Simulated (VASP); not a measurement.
# Re (P6_3/mmc) in VASP: a series of runs

The runs below take Re through relaxation of cell and atoms, with PBE.

Everything below comes from runs of VASP 6.6.1. Logs are shortened: lines on timing, memory, paths and dates and some standing lists are left out, and cuts for length are marked.

**1. Starting point**

It takes space group P6_3/mmc (No. 194, hexagonal). The conventional cell has a = 2.761 Å, b = 2.761 Å, c = 4.458 Å, α = 90.00°, β = 90.00°, γ = 120.00°. Around Re (site symmetry -6m2) lie 12 Re at 2.74 to 2.76 Å.

**2. Relaxation of cell and atoms, PBE, target pressure 65 GPa, at which the enthalpy is minimised**

The input, INCAR:

```
  ALGO = Fast
  EDIFF = 1E-7
  EDIFFG = -0.002
  ENCUT = 520
  GGA = PE
  IBRION = 2
  ISIF = 3
  ISMEAR = 0
  LASPH = T
  LCHARG = F
  LREAL = F
  LWAVE = F
  NELM = 100
  NSW = 80
  PREC = Accurate
  PSTRESS = 650.0
  SIGMA = 0.1
```

The input, KPOINTS:

```
k-points
0
Gamma
  24 24 14
```

The input, POSCAR:

```
Re
1.0
    2.7608000000      0.0000000000      0.0000000000
   -1.3804000000      2.3909229300      0.0000000000
    0.0000000000      0.0000000000      4.4582000000
Re
2
Direct
    0.3333333300      0.6666666700      0.2500000000
    0.6666666700      0.3333333300      0.7500000000
```

Potentials or basis: VASP PAW PBE potentials, release 64 (Re).

Launch:

```sh
$ cat potpaw_PBE.64/Re/POTCAR > POTCAR
$ mpirun -np 1 vasp_std > vasp.out
```

OUTCAR:

```text
EDIFF = 1E-7
   EDIFFG = -0.002
   ENCUT = 520
   GGA = PE
   IBRION = 2
   ISIF = 3
   ISMEAR = 0
   LASPH = T
   LREAL = F
   NELM = 100
   NSW = 80
   PREC = Accurate
   PSTRESS = 650.0

 ion  position               nearest neighbor table
   1  0.333  0.667  0.250-   2 2.74   2 2.74   2 2.74   2 2.74   2 2.74   2 2.74
   2  0.667  0.333  0.750-   1 2.74   1 2.74   1 2.74   1 2.74   1 2.74   1 2.74

  LATTYP: Found a hexagonal cell.
 ALAT       =     2.7608000000
 C/A-ratio  =     1.6148217908

  Lattice vectors:

 A1 = (   2.7608000000,   0.0000000000,   0.0000000000)
 A2 = (  -1.3804000000,   2.3909229300,   0.0000000000)
 A3 = (   0.0000000000,   0.0000000000,   4.4582000000)

Analysis of symmetry for initial positions (statically):
=====================================================================
 Subroutine PRICEL returns:
 Original cell was already a primitive cell.

 Routine SETGRP: Setting up the symmetry group for a
 hexagonal supercell.

 Subroutine GETGRP returns: Found 24 space group operations
 (whereof 12 operations were pure point group operations)
 out of a pool of 24 trial point group operations.

The static configuration has the point symmetry D_3d.
 The point group associated with its full space group is D_6h.

Analysis of symmetry for dynamics (positions and initial velocities):
=====================================================================
 Subroutine PRICEL returns:
 Original cell was already a primitive cell.

 Routine SETGRP: Setting up the symmetry group for a
 hexagonal supercell.

 Subroutine GETGRP returns: Found 24 space group operations
 (whereof 12 operations were pure point group operations)
 out of a pool of 24 trial point group operations.

The dynamic configuration has the point symmetry D_3d.
 The point group associated with its full space group is D_6h.

 Subroutine INISYM returns: Found 24 space group operations
 (whereof 12 operations are pure point group operations),
 and found     1 'primitive' translations

----------------------------------------------------------------------------------------

                                     Primitive cell

  volume of cell :      29.4280

  direct lattice vectors                    reciprocal lattice vectors
     2.760800000  0.000000000  0.000000000     0.362213851  0.209124265  0.000000000
    -1.380400000  2.390922930  0.000000000     0.000000000  0.418248530  0.000000000
     0.000000000  0.000000000  4.458200000     0.000000000  0.000000000  0.224305774

  length of vectors
[... 107 lines left out ...]
   GGA     = PE    functional components
   LHFCALC =     F    Hartree Fock is set to
   AEXX    =    0.0000 exact exchange contribution
   IVDW    =     0    specifies the selected vdW correction
   LEPSILON=     F    determine dielectric tensor
   LRPA    =     F    only Hartree local field effects (RPA)
 conjugate gradient relaxation of ions
 non-spin polarized calculation
 RMM-DIIS sequential band-by-band and
 Gauss-broadening in eV      SIGMA  =   0.10
  energy-cutoff  :      520.00
  volume of cell :       29.43
 maximum number of plane-waves:       808
 NGX is ok and might be reduce to    24
   NGX = 11   NGY = 11   NGZ = 17

--------------------------------------- Ionic step        1  -------------------------------------------

 number of electron      14.0000000 magnetization

 Free energy of the ion-electron system (eV)
  ---------------------------------------------------
  ext. energy  EPLUGINS =         0.00000000
  ---------------------------------------------------
  free energy    TOTEN  =       -24.84785029 eV

  energy without entropy =      -24.84027231  energy(sigma->0) =      -24.84406130

------------------------ aborting loop because EDIFF is reached ----------------------------------------

  FORCE on cell =-STRESS in cart. coord.  units (eV):
  Direction    XX          YY          ZZ          XY          YZ          ZX
  --------------------------------------------------------------------------------------
  -------------------------------------------------------------------------------------
  Total        1.0216985      1.0216985      1.0357082     -0.0000000      0.0000000      0.0000000
  in kB       55.6254148     55.6254146     56.3881576     -0.0000000      0.0000000      0.0000000
  external PRESSURE =    -594.1203377 kB  Pullay stress =     650.0000000 kB
[... 25 lines left out ...]
--------------------------------------- Ionic step        2  -------------------------------------------

 number of electron      14.0000000 magnetization

 E-fermi :  25.6371     XC(G=0): -19.2818

 val. band max:       25.6340149972   @ k =   0.3333   0.1667   0.3571
 cond. band min:      25.6598882057   @ k =   0.3333   0.0417   0.0714
 fundamental gap:      0.0258732086
 Fermi energy:        25.6370873287

 k-point     1 :       0.0000    0.0000    0.0000
  band No.  band energies     occupation
      1       7.3401      2.00000
      2      12.8271      2.00000
      3      16.8030      2.00000
      4      16.8030      2.00000
      5      17.2078      2.00000
      6      20.0445      2.00000
      7      20.0445      2.00000
      8      22.9374      2.00000
      9      22.9374      2.00000
     10      31.9953      0.00000
     11      34.9251      0.00000
[... 393 lines left out ...]
  energy  without entropy=      -24.6109613085  energy(sigma->0) =      -24.61454907

  enthalpy is  TOTEN    =       -13.4352628782 eV   P V=       11.1828739506

[... ionic steps 4 to 18 ...]

--------------------------------------- Ionic step       19  -------------------------------------------

 number of electron      13.9999999 magnetization

------------------------ aborting loop because EDIFF is reached ----------------------------------------
[... 71 lines left out ...]
--------------------------------------- Ionic step       21  -------------------------------------------

 number of electron      13.9999999 magnetization

 Free energy of the ion-electron system (eV)
  ---------------------------------------------------
  ext. energy  EPLUGINS =         0.00000000
  ---------------------------------------------------
  free energy    TOTEN  =       -24.19819909 eV

  energy without entropy =      -24.19125965  energy(sigma->0) =      -24.19472937

 E-fermi :   9.3927     XC(G=0): -14.3769

 val. band max:        9.3771995966   @ k =   0.3750   0.2083   0.2857
 cond. band min:       9.3962794805   @ k =   0.3333   0.2083   0.4286
 fundamental gap:      0.0190798840
 Fermi energy:         9.3927294939

 k-point     1 :       0.0000    0.0000    0.0000
  band No.  band energies     occupation
      1      -1.2745      2.00000
      2       1.8629      2.00000
      3       7.4684      2.00000
      4       7.4684      2.00000
      5       7.4837      2.00000
      6       8.4772      2.00000
      7       8.4772      2.00000
      8       9.5725      0.01103
      9       9.5725      0.01103
     10      10.3267      0.00000
     11      13.3116      0.00000
[... 355 lines left out ...]
  energy  without entropy=      -24.1912596488  energy(sigma->0) =      -24.19472937

  enthalpy is  TOTEN    =       -13.5642556371 eV   P V=       10.6339434494

 reached required accuracy - stopping structural energy minimisation
```

OSZICAR:

```text
N       E                     dE             d eps       ncg     rms          rms(c)
DAV:   1     0.291889414599E+02    0.29189E+02   -0.69460E+03 19445   0.158E+03
DAV:   2    -0.195197696698E+02   -0.48709E+02   -0.41850E+02 16949   0.329E+02
[... 188 lines left out ...]
  20 F= -.13564253E+02 E0= -.13560785E+02  d E =-.551403E-05
       N       E                     dE             d eps       ncg     rms          rms(c)
DAV:   1    -0.241982022810E+02   -0.57751E-03   -0.31006E-04 16391   0.685E-01    0.153E-02
RMM:   2    -0.241981999043E+02    0.23767E-05   -0.24044E-06 12184   0.243E-02    0.597E-03
RMM:   3    -0.241981990809E+02    0.82340E-06   -0.11496E-06  9521   0.181E-02    0.345E-03
RMM:   4    -0.241981990865E+02   -0.55654E-08   -0.11799E-07  7674   0.177E-02
  21 F= -.13564256E+02 E0= -.13560786E+02  d E =-.823458E-05
```

CONTCAR:

```text
Re
   1.00000000000000
     2.6562107717202137    0.0000000000000000   -0.0000000000000000
    -1.3281053858601068    2.3003459902618606   -0.0000000000000000
     0.0000000000000000   -0.0000000000000000    4.2897884578394736
  Re
     2
Direct
     0.3333333300000021    0.6666666699999979    0.2500000000000000
     0.6666666699999979    0.3333333300000021    0.7500000000000000

  0.00000000E+00  0.00000000E+00  0.00000000E+00
  0.00000000E+00  0.00000000E+00  0.00000000E+00
```

Wall time 10 min (1 thread of Intel Xeon 6975P-C (Granite Rapids), shared host); peak memory 0.34 GiB.

Results:

| Quantity | Value |
| --- | --- |
| Free energy | -24.1982 eV |
| Relaxed volume | 13.11 Å³/atom |
| Relaxed cell | a = 2.656 Å, b = 2.656 Å, c = 4.290 Å, α = 90.00°, β = 90.00°, γ = 120.00° |
| Space group after relaxing (to 0.05 Å) | P6_3/mmc (No. 194) |
| Energy change on relaxing (the enthalpy is what falls) | +324.8 meV/atom |
| Ionic steps | 21 |
| Pressure after relaxing | 65.0 GPa |
| Band gap on the k mesh | none (metal or under the smearing width) |

Step by step:
| step | energy change (eV) | largest force (eV/Å) | pressure (GPa) | volume (Å³) |
| --- | --- | --- | --- | --- |
| 1 | 0.0000 | 0.0000 | 5.59 | 29.43 |
| 2 | 58.6499 | 0.0000 | 2136.45 | 11.77 |
| 3 | 0.2297 | 0.0000 | 35.69 | 27.56 |
| 4 | 0.4006 | 0.0000 | 48.88 | 26.91 |
| 5 | 0.6599 | 0.0000 | 65.66 | 26.19 |
| 6 | 0.6347 | 0.0000 | 64.12 | 26.25 |
| 7 | 0.6359 | 0.0000 | 64.20 | 26.25 |
| 8 | 0.6395 | 0.0000 | 64.42 | 26.24 |
| 9 | 0.6398 | 0.0000 | 64.43 | 26.24 |
| 10 | 0.6407 | 0.0000 | 64.45 | 26.23 |
| 11 | 0.6423 | 0.0000 | 64.56 | 26.23 |
| 12 | 0.6457 | 0.0000 | 64.80 | 26.22 |
| 13 | 0.6525 | 0.0000 | 65.21 | 26.20 |
| 14 | 0.6501 | 0.0000 | 65.05 | 26.21 |
| 15 | 0.6504 | 0.0000 | 65.05 | 26.21 |
| 16 | 0.6515 | 0.0000 | 65.09 | 26.21 |
| 17 | 0.6508 | 0.0000 | 65.11 | 26.21 |
| 18 | 0.6506 | 0.0000 | 65.10 | 26.21 |
| 19 | 0.6505 | 0.0000 | 65.08 | 26.21 |
| 20 | 0.6502 | 0.0000 | 65.08 | 26.21 |
| 21 | 0.6497 | 0.0000 | 65.02 | 26.21 |

Final structure:
```cif
data_structure
_symmetry_space_group_name_H-M 'P 1'
_symmetry_Int_Tables_number 1
_cell_length_a 2.6562
_cell_length_b 2.6562
_cell_length_c 4.2898
_cell_angle_alpha 90.000
_cell_angle_beta 90.000
_cell_angle_gamma 120.000
_cell_volume 26.21
loop_
_atom_site_label
_atom_site_type_symbol
_atom_site_fract_x
_atom_site_fract_y
_atom_site_fract_z
_atom_site_occupancy
Re1 Re 0.33333 0.66667 0.25000 1
Re2 Re 0.66667 0.33333 0.75000 1
```

Levels at points of the mesh, in eV from the Fermi level:
| k point | band 4 | band 5 | band 6 | band 7 | band 8 | band 9 | band 10 | band 11 |
| --- | --- | --- | --- | --- | --- | --- | --- | --- |
| (0.00, 0.00, 0.00) | -1.92 | -1.91 | -0.92 | -0.92 | 0.18 | 0.18 | 0.93 | 3.92 |
| (0.50, 0.00, 0.00) | -2.34 | -1.73 | -1.55 | -0.66 | 4.72 | 5.21 | 5.37 | 7.18 |
| (0.00, 0.00, 0.50) | -2.73 | -2.07 | -2.07 | -2.07 | -2.07 | 3.01 | 3.01 | 3.01 |
| (0.50, 0.00, 0.50) | -4.84 | 0.41 | 0.41 | 1.22 | 1.22 | 5.09 | 5.09 | 5.62 |

Caveat: the cell is relaxed towards a set pressure, so the enthalpy falls and the energy may rise.

**3. Relaxation of cell and atoms, PBE, target pressure 65 GPa, at which the enthalpy is minimised**

This run uses another cell than the first one, of 13.11 Å³/atom, 0.891 times its volume.

INCAR is that of step 2.

KPOINTS is that of step 2.

The input, POSCAR:

```
Re                                      
1.0
    2.6562107717      0.0000000000     -0.0000000000
   -1.3281053859      2.3003459903     -0.0000000000
    0.0000000000     -0.0000000000      4.2897884578
  Re            
     2
Direct
     0.3333333300000021    0.6666666699999979    0.2500000000000000
     0.6666666699999979    0.3333333300000021    0.7500000000000000
```

Potentials or basis: VASP PAW PBE potentials, release 64 (Re).

Launch:

```sh
$ cat potpaw_PBE.64/Re/POTCAR > POTCAR
$ mpirun -np 1 vasp_std > vasp.out
```

It took 1.7 min on 1 thread of Intel Xeon 6975P-C (Granite Rapids), shared host; peak memory 0.26 GiB.

It converged, with:

* Free energy: -24.1952 eV
* Energy change on relaxing (the enthalpy is what falls): +0.3 meV/atom
* Ionic steps: 3
* Pressure after relaxing: 65.0 GPa
* Band gap on the k mesh: none (metal or under the smearing width)

Step by step:
```tsv
step	energy change (eV)	largest force (eV/Å)	pressure (GPa)	volume (Å³)
1	0.0000	0.0000	64.96	26.21
2	0.0046	0.0000	65.25	26.20
3	0.0006	0.0000	64.98	26.21
```

Final structure:
```
Re
1.0
     2.65615    0.00000    0.00000
    -1.32807    2.30029    0.00000
     0.00000    0.00000    4.28974
Re
2
Direct
  0.33333 0.66667 0.25000
  0.66667 0.33333 0.75000
```

Levels at points of the mesh, in eV from the Fermi level:
| k point | band 3 | band 4 | band 5 | band 6 | band 7 | band 8 | band 9 | band 10 | band 11 |
| --- | --- | --- | --- | --- | --- | --- | --- | --- | --- |
| (0.00, 0.00, 0.00) | -1.92 | -1.92 | -1.91 | -0.92 | -0.92 | 0.18 | 0.18 | 0.93 | 3.92 |
| (0.50, 0.00, 0.00) | -6.16 | -2.34 | -1.73 | -1.55 | -0.66 | 4.72 | 5.21 | 5.37 | 7.19 |
| (0.00, 0.00, 0.50) | -2.73 | -2.73 | -2.07 | -2.07 | -2.07 | -2.07 | 3.01 | 3.01 | 3.01 |
| (0.50, 0.00, 0.50) | -4.84 | -4.84 | 0.41 | 0.41 | 1.22 | 1.22 | 5.09 | 5.09 | 5.63 |

Caveat: the cell is relaxed towards a set pressure, so the enthalpy falls and the energy may rise. Spin-orbit coupling is left out, which matters for the levels of Re.
